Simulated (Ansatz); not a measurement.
RbBr: strain energy, fitted

RbBr, Pm-3m, a = 4.126 Å. This isn't the usual stable structure of the compound. Ansatz: r2SCAN, PAW, 500 eV, Γ-centred 6×6×6 mesh on 2 atoms, Gaussian smearing 0.02 eV; no spin polarisation. Series: uniaxial strain along c, with a, b and atoms relaxed; x is the strain in per cent. y is the free energy over the unstrained cell, V0 = 35.122 Å³/atom.

```
x (%) y (meV/atom)
 -4.5          8.58
 -3.0          3.76
 -1.5          0.95
  0.0          0.00
  1.5          0.80
  3.0             ?
  4.5          7.30
```

Fit y = c2 x² + c3 x³ to the other rows, turn c2 into a modulus, and predict the missing energy.

Least squares on the rows shown. y = 0.3925 x² − 0.007103 x³. In eV per unit strain² c2 is 3.925; this is Young's modulus along the axis (E = ½ Y V0 ε²): 2 × 3.925 × 160.2 / (35.122) = 36 GPa. The unstrained cell keeps some stress along the strain, worth a slope of -0.05 meV/atom per %, which the form leaves out. At x = 3.0 the fit asked for gives 3.34 meV/atom. The run gave 3.26 meV/atom, so the fit is 0.08 meV/atom too high, a small miss on the scale of the series.